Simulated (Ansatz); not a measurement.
Runs of Ansatz 0.2.0 on InAs. The structure is cubic, space group F-43m (No. 216). Conventional cell: a = 6.036 Å, b = 6.036 Å, c = 6.036 Å, α = 90.00°, β = 90.00°, γ = 90.00°. Around In (site symmetry -43m) lie 4 As at 2.61 Å. As (site symmetry -43m) has 4 In at 2.61 Å as nearest neighbours. 

```csv
task,level,cell,cutoff (eV),smearing,points for each segment of the path,gap on the mesh (eV),pressure (GPa)
relaxation of cell and atoms,RPBE+D3(BJ),relaxed,420,fermi-dirac 0.05 eV,-,0.30,0.0
single point,PBE,as given,420,gaussian 0.012 eV,-,none,4.3
band structure,r2SCAN,as given,500,fermi-dirac 0.05 eV,14,0.28,2.3
single point,PBE,as given,420,gaussian 0.1 eV,-,none,4.3
single point,LDA,as given,420,gaussian 0.02 eV,-,none,(a)
```

Alike in all rows: potentials or basis Ansatz PAW; no spin polarisation; k mesh 8 × 8 × 8.

Question: Estimate the missing entries.

Answer: (a) -0.3.

Caveats: the PAW data sets come from PBE, with cores solved anew for the run's functional, which leaves a small shift of forces and pressure (some runs); this crystal is a semiconductor, whose small gap the functional closes, so the metal is an error of the method (some runs); spin-orbit coupling is left out, which moves the levels of the heavy elements (some runs); the plane-wave basis is chosen anew once the cell has moved, so the energies of steps on either side of that aren't comparable (some runs).

A k mesh can miss the band edges, and the runs leave out spin-orbit coupling on As, In.

A gap of «none» marks a metal or a gap under the smearing width.
